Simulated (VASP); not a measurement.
A run of VASP 6.6.1 is set up as follows.

File INCAR:

```
SYSTEM = BaS
ALGO = Normal
EDIFF = 1E-7
ENCUT = 520
GGA = RE
ISIF = 2
ISMEAR = -1
LASPH = .TRUE.
LCHARG = .FALSE.
LREAL = .FALSE.
LWAVE = .FALSE.
NBANDS = 15
NELM = 60
PREC = Accurate
SIGMA = 0.05
```

The input KPOINTS:

```
k-points
0
G
  7 7 7
  0 0 0
```

The input POSCAR:

```
BaS
1.0
    0.0000000000      3.1937500000      3.1937500000
    3.1937500000      0.0000000000      3.1937500000
    3.1937500000      3.1937500000      0.0000000000
Ba S
1 1
Direct
    0.0000000000      0.0000000000      0.0000000000
    0.5000000000      0.5000000000      0.5000000000
```

Contents of KPOINTS_OPT:

```
path GXWKGLUWLK,UX
10
line-mode
reciprocal
 0.0000000000  0.0000000000  0.0000000000  G
 0.5000000000  0.0000000000  0.5000000000  X

 0.5000000000  0.0000000000  0.5000000000  X
 0.5000000000  0.2500000000  0.7500000000  W

 0.5000000000  0.2500000000  0.7500000000  W
 0.3750000000  0.3750000000  0.7500000000  K

 0.3750000000  0.3750000000  0.7500000000  K
 0.0000000000  0.0000000000  0.0000000000  G

 0.0000000000  0.0000000000  0.0000000000  G
 0.5000000000  0.5000000000  0.5000000000  L

 0.5000000000  0.5000000000  0.5000000000  L
 0.6250000000  0.2500000000  0.6250000000  U

 0.6250000000  0.2500000000  0.6250000000  U
 0.5000000000  0.2500000000  0.7500000000  W

 0.5000000000  0.2500000000  0.7500000000  W
 0.5000000000  0.5000000000  0.5000000000  L

 0.5000000000  0.5000000000  0.5000000000  L
 0.3750000000  0.3750000000  0.7500000000  K

 0.6250000000  0.2500000000  0.6250000000  U
 0.5000000000  0.0000000000  0.5000000000  X
```

Potentials or basis: VASP PAW PBE potentials, release 64 (Ba_sv, S).

Command:

```bash
$ cat potpaw_PBE.64/Ba_sv/POTCAR potpaw_PBE.64/S/POTCAR > POTCAR
$ mpirun -np 1 vasp_std > vasp.out
```

Q: What does it give for the band gap along the path?

A: 2.21 eV, indirect (least direct gap 2.35 eV).

Q: Estimate the pressure.

A: 2.6 GPa.

Levels at the corners of the path, in eV from the valence-band top:
| point | band 5 | band 6 | band 7 | band 8 | band 9 | band 10 | band 11 | band 12 |
| --- | --- | --- | --- | --- | --- | --- | --- | --- |
| Γ | -10.35 | 0.00 | 0.00 | 0.00 | 3.77 | 3.94 | 3.94 | 3.94 |
| X | -10.26 | -0.51 | -0.13 | -0.13 | 2.21 | 5.94 | 6.11 | 7.52 |
| X | -10.26 | -0.51 | -0.13 | -0.13 | 2.21 | 5.94 | 6.11 | 7.52 |
| W | -9.73 | -1.10 | -0.48 | -0.48 | 4.38 | 4.38 | 6.33 | 6.93 |
| W | -9.73 | -1.10 | -0.48 | -0.48 | 4.38 | 4.38 | 6.33 | 6.93 |
| K | -9.77 | -0.93 | -0.60 | -0.53 | 3.39 | 6.05 | 6.63 | 6.80 |
| K | -9.77 | -0.93 | -0.60 | -0.53 | 3.39 | 6.05 | 6.63 | 6.80 |
| Γ | -10.35 | 0.00 | 0.00 | 0.00 | 3.77 | 3.94 | 3.94 | 3.94 |
| Γ | -10.35 | 0.00 | 0.00 | 0.00 | 3.77 | 3.94 | 3.94 | 3.94 |
| L | -9.13 | -1.89 | -1.08 | -1.08 | 5.62 | 5.83 | 6.36 | 6.36 |
| L | -9.13 | -1.89 | -1.08 | -1.08 | 5.62 | 5.83 | 6.36 | 6.36 |
| U | -9.77 | -0.93 | -0.60 | -0.53 | 3.39 | 6.05 | 6.63 | 6.80 |
| U | -9.77 | -0.93 | -0.60 | -0.53 | 3.39 | 6.05 | 6.63 | 6.80 |
| W | -9.73 | -1.10 | -0.48 | -0.48 | 4.38 | 4.38 | 6.33 | 6.93 |
| W | -9.73 | -1.10 | -0.48 | -0.48 | 4.38 | 4.38 | 6.33 | 6.93 |
| L | -9.13 | -1.89 | -1.08 | -1.08 | 5.62 | 5.83 | 6.36 | 6.36 |
| L | -9.13 | -1.89 | -1.08 | -1.08 | 5.62 | 5.83 | 6.36 | 6.36 |
| K | -9.77 | -0.93 | -0.60 | -0.53 | 3.39 | 6.05 | 6.63 | 6.80 |
| U | -9.77 | -0.93 | -0.60 | -0.53 | 3.39 | 6.05 | 6.63 | 6.80 |
| X | -10.26 | -0.51 | -0.13 | -0.13 | 2.21 | 5.94 | 6.11 | 7.52 |

Caveat: the PAW data sets were made with another functional, which shifts forces and pressure a little; spin-orbit coupling is left out, which moves the levels of the heavy elements.

**Measured values to compare with.**

From a printed reference work, monograph, original work of 1988, for a bulk crystal of BaS at 2 K: band gap 3.806 eV (indirect).

Against the measured gap of BaS, 3.806 eV (indirect; 2 K; a printed reference work, monograph, original work of 1988), the calculated 2.21 eV is off by -1.59 eV. Spin-orbit coupling on Ba is left out. The value is that of revPBE, without temperature or zero-point motion. Semilocal functionals fall short of measured gaps as a rule.
